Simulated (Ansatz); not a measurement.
Planning a GW calculation on Ta2O5 (Pmmm).

The structure is orthorhombic, space group Pmmm (No. 47). Conventional cell: a = 3.677 Å, b = 3.897 Å, c = 6.217 Å, α = 90.00°, β = 90.00°, γ = 90.00°. Nearest to Ta lie 6 O at 1.95 to 2.15 Å. Nearest to Ta lie 6 O at 1.84 to 2.00 Å. Nearest to O lie 3 Ta at 2.00 to 2.15 Å. Nearest to O lie 2 Ta at 1.95 Å. Nearest to O lie 2 Ta at 1.84 Å. O has 2 Ta at 1.95 Å nearest. Farther neighbours and most contacts between anions are not listed.

```
Ta O
1.0
     3.67700    0.00000    0.00000
     0.00000    3.89700    0.00000
     0.00000    0.00000    6.21700
Ta O
2 5
Cartesian
  1.8385 0.0000 3.1085
  0.0000 0.0000 0.0000
  0.0000 0.0000 2.0019
  0.0000 0.0000 4.2151
  1.8385 1.9485 3.1085
  1.8385 0.0000 0.0000
  0.0000 1.9485 0.0000
```

Geometry: measured cell, ions relaxed with PBE. The runs that relaxed it are not among those shown. Spin-orbit coupling is left out unless a run names it.

Runs so far (Ansatz 0.2.0, start PBE, hard PAW files, 6×6×4 mesh). Times are wall times on 1 × NVIDIA H100 80GB HBM3 (shared by 3 runs) with 4 threads of AMD EPYC 7R13 (Zen 3), shared host, good to a factor of about two.

```csv
bands summed,cutoff (eV),gap on the mesh (eV),time
275,110,1.169,87 s
571,190,1.279,4.6 min
```

Question: What should the next rung give, with 939 bands and screening to 270 eV, and where is the limit?

The error falls about as one over the bands when the cutoff rises with them. A line through the two highest rungs given predicts 1.319 eV; the run gave 1.357 eV, a miss of 0.038 eV, so the law fails here: the steps don't follow it yet. The two highest rungs put the limit near 1.479 eV, the pair below near 1.381 eV; neither can be trusted until a further rung is run.

Gaps are over the mesh's points; an edge off the mesh would be missed. Limits: not at the basis limit; no spin-orbit coupling; coarse k mesh.

[Paths, hosts, dates, memory and timing lines, banners, echoed tables and standing remarks are left out of the program output.]

[Logs are printed without paths, hosts, clocks, repeated set-up lines and the standing remarks that a program may print on its own settings, such as how far it seeks lower states.]

[Runs of the session that timed out or met a known fault of the program may be left out.]

[Cells called generated may have been cut or substituted from an entry of the Crystallography Open Database or the Materials Project.]

[Hosts, paths, dates, database ids (printed as entryN), source tags and the programs' standing remarks are cut or masked in the printed files.]
